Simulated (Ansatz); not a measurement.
# CaO: two-dimensional strain map

All numbers below come from Ansatz, DFT PBE, scalar-relativistic, plane waves, PAW. Cutoff 420 eV, Γ-centred 9×9×6 k-points, Gaussian smearing of 0.05 eV. No spin polarisation. Energies are free energies at this smearing, counted from the undisturbed cell; pressure is positive in compression.

The undisturbed cell (as given, not relaxed at this level; it stands at 1.0 GPa; this form isn't the usual structure):

```
CELL_PARAMETERS angstrom
3.99198 0.00000 0.00000
-1.99599 3.45715 0.00000
0.00000 0.00000 4.78484
ATOMIC_POSITIONS crystal
Ca 0.33333 0.66667 0.75000
Ca 0.66667 0.33333 0.25000
O 0.33333 0.66667 0.25000
O 0.66667 0.33333 0.75000
```

The cell is strained by p along both x and y and by q along z, fractional coordinates fixed. Points are written (p, q).

Energy above the undisturbed cell in meV/atom (a dash: not computed):

```
 p \ q  -0.030  -0.015  0.000  0.015  0.030
-0.030    50.3    35.8   26.9   22.7   22.2
-0.015    26.4    14.3    7.8    5.7    7.5
 0.000    13.8     4.2    0.0    0.2    4.1
 0.015    11.0     3.8    1.9    4.3   10.4
 0.030    16.4    11.5   11.9   16.5   24.8
```

Pressure in GPa:

```csv
p \ q,-0.030,-0.015,0.000,0.015,0.030
-0.030,10.9,8.9,7.1,5.6,4.3
-0.015,7.4,5.5,3.8,2.4,1.1
0.000,4.4,2.6,1.0,-0.4,-1.5
0.015,1.8,0.1,-1.4,-2.7,-3.8
0.030,-0.4,-2.0,-3.4,-4.6,-5.6
```

Gap on the k-mesh in eV:

```
 p \ q  -0.030  -0.015  0.000  0.015  0.030
-0.030    3.50    3.50   3.49   3.47   3.43
-0.015    3.33    3.34   3.33   3.31   3.28
 0.000    3.17    3.18   3.18   3.16   3.13
 0.015    3.02    3.03   3.03   3.02   3.00
 0.030    2.88    2.89   2.89   2.88   2.86
```